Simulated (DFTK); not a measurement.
In, 1 atom in the cell. It takes space group I4/mmm (No. 139, tetragonal). The conventional cell has a = 3.251 Å, b = 3.251 Å, c = 4.947 Å, α = 90.00°, β = 90.00°, γ = 90.00°. Around In (site symmetry 4/mmm) lie 12 In at 3.25 to 3.38 Å. 

```yaml
Program: DFTK 0.8.2
Task: equation of state
Functional: LDA-VWN
Potentials_or_basis: cp2k.nc.sr.lda.v0_1.semicore.gth (LDA, GTH)
Cutoff: 1279 eV
k_mesh: 5 × 5 × 5
Occupations: fermi-dirac, width 0.02 eV
Spin: collinear spin, ferromagnetic start
Starting_moments: "[0.5] μB"
Valence_electrons: In 13
Volume_scales: "[0.94, 0.96, 0.98, 1.0, 1.02, 1.04, 1.06]"
SCF_tolerance_on_the_density: 1e-06
```

Potentials or basis: cp2k.nc.sr.lda.v0_1.semicore.gth (LDA, GTH).

Command:

```bash
$ julia --threads=1 run.jl  # save.jl only writes the numbers to a file and isn't shown; printed stress counts tension as positive; times include loading and compiling
```

Hardware: 1 thread of Intel(R) Xeon(R) Platinum 8375C CPU @ 2.90GHz (Ice Lake), on a shared host.

Problem. How long does it take, and how much memory?

Solution. It took 12 min on 1 thread of Intel(R) Xeon(R) Platinum 8375C CPU @ 2.90GHz (Ice Lake) (shared host), peak memory 1.9 GiB. Counts: scf iterations 78, bands 11.
